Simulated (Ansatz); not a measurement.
**InAs in Ansatz: the effect of functional**

Crystal: InAs.

```xyz
2
Lattice="0.0000 3.0180 3.0180 3.0180 0.0000 3.0180 3.0180 3.0180 0.0000" Properties=species:S:1:pos:R:3 pbc="T T T"
In    0.0000    0.0000    0.0000
As    4.5270    4.5270    4.5270
```

Alike in all runs:

```yaml
Program: Ansatz 0.2.0
Task: band structure
Potentials_or_basis: all-electron LAPW, scalar-relativistic
Cutoff: 283 eV (chosen from the basis error)
Basis_error_allowed: 0.001 eV/atom
k_mesh: 8 × 8 × 8
Occupations: fermi-dirac, width 0.05 eV
Spin: no spin polarisation
```

```csv
functional,pressure (GPa)
LDA,?
PBEsol,1.5
RPBE,6.0
revPBE,5.6
BLYP,7.5
```

Question: What does the run with functional LDA give?

Answer: Pressure -0.3 GPa.

Runs at the PBE level aren't shown here.
